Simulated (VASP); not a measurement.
A run of VASP 6.6.1:

INCAR

```
ALGO = Normal
EDIFF = 1E-7
ENCUT = 700
ISIF = 2
ISMEAR = 0
LASPH = True
LCHARG = False
LREAL = False
LWAVE = False
NBANDS = 15
NELM = 80
PREC = Accurate
SIGMA = 0.02
```

Contents of KPOINTS:

```
k-points
0
Gamma
  6 6 6
```

Contents of POSCAR:

```
KCl
1.0
    3.6340000000      0.0000000000      0.0000000000
    0.0000000000      3.6340000000      0.0000000000
    0.0000000000      0.0000000000      3.6340000000
K Cl
1 1
Direct
    0.0000000000      0.0000000000      0.0000000000
    0.5000000000      0.5000000000      0.5000000000
```

Potentials or basis: VASP PAW LDA potentials, release 64 (K_sv, Cl).

Command:

```sh
$ cat potpaw_LDA.64/K_sv/POTCAR potpaw_LDA.64/Cl/POTCAR > POTCAR
$ mpirun -np 1 vasp_std > vasp.out
```

Hardware: 1 thread of Intel(R) Xeon(R) Platinum 8488C (Sapphire Rapids), with other jobs on the host.

**Question.** Estimate the wall time of this run.

**Answer.** Run time: 7.8 s on 1 thread of Intel(R) Xeon(R) Platinum 8488C (Sapphire Rapids), on a shared host, peak memory 0.15 GiB. Counts: scf iterations 13, k points 20.
